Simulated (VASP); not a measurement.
# NaI: forms and broadenings of the independent-particle spectrum

NaI, Pmma (no. 51), 4 atoms in the cell. PBE, independent-particle dielectric function; PAW potentials I, Na_pv (PBE set).

## Input

INCAR.step1:
```
PREC = Accurate ; ENCUT = 300
ISMEAR = 0 ; SIGMA = 0.02
EDIFF = 1E-8 ; LASPH = T
KPAR = 4 ; LWAVE = F
LCHARG = F ; LEPSILON = T
```

INCAR.step2, as INCAR.step1 but for:
```
- LWAVE = F
- LEPSILON = T
+ LWAVE = T
+ NBANDS = 62
```

INCAR.step3:
```
PREC = Accurate ; ENCUT = 300
ISMEAR = 0 ; SIGMA = 0.02
EDIFF = 1E-7 ; LASPH = T
KPAR = 4 ; LWAVE = F
LCHARG = F ; LOPTICS = T
NBANDS = 62 ; NEDOS = 2000
CSHIFT = 0.1 ; ALGO = None
NELM = 1 ; ISTART = 1
```

INCAR.step4, as INCAR.step3 but for:
```
+ LNABLA = T
```

INCAR.step5, as INCAR.step4 but for:
```
- LNABLA = T
+ LPEAD = T
+ IPEAD = 1
```

INCAR.step6, as INCAR.step5 but for:
```
- IPEAD = 1
+ IPEAD = 3
```

INCAR.step7 changes the same tag again: IPEAD = 4.

INCAR.step8, as INCAR.step7 but for:
```
- CSHIFT = 0.1
- LPEAD = T
- IPEAD = 4
+ CSHIFT = 0.01
```

INCAR.step9, as INCAR.step8 but for:
```
- CSHIFT = 0.01
+ CSHIFT = 0.3
```

INCAR.step10 changes the same tag again: CSHIFT = 0.2.

INCAR.step11, as INCAR.step10 but for:
```
- ISMEAR = 0
- CSHIFT = 0.2
+ ISMEAR = -5
+ CSHIFT = 0.1
```

INCAR.step12, as INCAR.step11 but for:
```
- ISMEAR = -5
- SIGMA = 0.02
+ ISMEAR = 0
+ SIGMA = 0.2
```

INCAR.step13, as INCAR.step12 but for:
```
- SIGMA = 0.2
+ SIGMA = 0.02
+ OMEGAMAX = 12
```

INCAR.step14, as INCAR.step13 but for:
```
- OMEGAMAX = 12
+ OMEGAMAX = 60
```

KPOINTS:
```
k-points
0
Gamma
  6 6 4
```

POSCAR:
```
NaI
1.0
    4.6222093067      0.0000000000      0.0000000000
    0.0000000000      4.2697016003      0.0000000000
    0.0000000000      0.0000000000      7.7983840000
I Na
2 2
Direct
    0.7500000000      0.0000000000      0.2575730000
    0.2500000000      0.0000000000      0.7424270000
    0.7500000000      0.5000000000      0.7249690000
    0.2500000000      0.5000000000      0.2750310000
```

Commands (each step's output is kept before the next begins):
```
cat potpaw_PBE.64/I/POTCAR potpaw_PBE.64/Na_pv/POTCAR > POTCAR
cp INCAR.step1 INCAR
mpirun -np 4 vasp_std > vasp.out
rm WAVECAR CHG
cp INCAR.step2 INCAR
mpirun -np 4 vasp_std > vasp.out
cp INCAR.step3 INCAR
mpirun -np 4 vasp_std > vasp.out
cp INCAR.step4 INCAR
mpirun -np 4 vasp_std > vasp.out
cp INCAR.step5 INCAR
mpirun -np 4 vasp_std > vasp.out
cp INCAR.step6 INCAR
mpirun -np 4 vasp_std > vasp.out
cp INCAR.step7 INCAR
mpirun -np 4 vasp_std > vasp.out
cp INCAR.step8 INCAR
mpirun -np 4 vasp_std > vasp.out
cp INCAR.step9 INCAR
mpirun -np 4 vasp_std > vasp.out
cp INCAR.step10 INCAR
mpirun -np 4 vasp_std > vasp.out
cp INCAR.step11 INCAR
mpirun -np 4 vasp_std > vasp.out
cp INCAR.step12 INCAR
mpirun -np 4 vasp_std > vasp.out
cp INCAR.step13 INCAR
mpirun -np 4 vasp_std > vasp.out
cp INCAR.step14 INCAR
mpirun -np 4 vasp_std > vasp.out
```

## Result

- Direct gap on the mesh (eV): 2.97
- Gap on the mesh (eV): 2.75
- Bands: 62

One ground state, settings moved in the last step alone:

| Settings | ε at zero frequency | Mean energy of the absorption, weighted by Im ε (eV) | Time (s) |
|---|---|---|---|
| longitudinal form, CSHIFT 0.1 | 3.49 | 7.24 | 4 |
| transversal form (LNABLA) | 3.60 | 7.28 | 4 |
| finite differences (LPEAD), order 1 | 3.37 | 7.37 | 7 |
| finite differences (LPEAD), order 3 | 3.46 | 7.26 | 14 |
| finite differences (LPEAD), order 4 | 3.47 | 7.26 | 19 |
| CSHIFT 0.01 | 3.49 | 7.25 | 4 |
| CSHIFT 0.3 | 3.48 | 7.22 | 4 |
| CSHIFT 0.2 | 3.48 | 7.23 | 4 |
| tetrahedron method | 3.45 | 7.29 | 4 |
| SIGMA 0.2 | 3.49 | 7.24 | 5 |
| OMEGAMAX 12, which cuts the spectrum short | 3.34 | 7.22 | 4 |
| OMEGAMAX 60 | 3.49 | 7.24 | 4 |

The mean energy covers the spectrum up to 12 eV.

On the same mesh, density-functional perturbation theory with local fields gives ε = 3.12.

Limits: The 6×6×4 mesh is coarse for a spectrum: peaks stand apart that a denser mesh merges, and ε at zero frequency can be far too high; spin-orbit coupling is left out, which can matter with atoms this heavy.

VASP 6.6.1 took 301 s on 4 cores (AMD EPYC 9R45 (Zen 5)), a shared host.
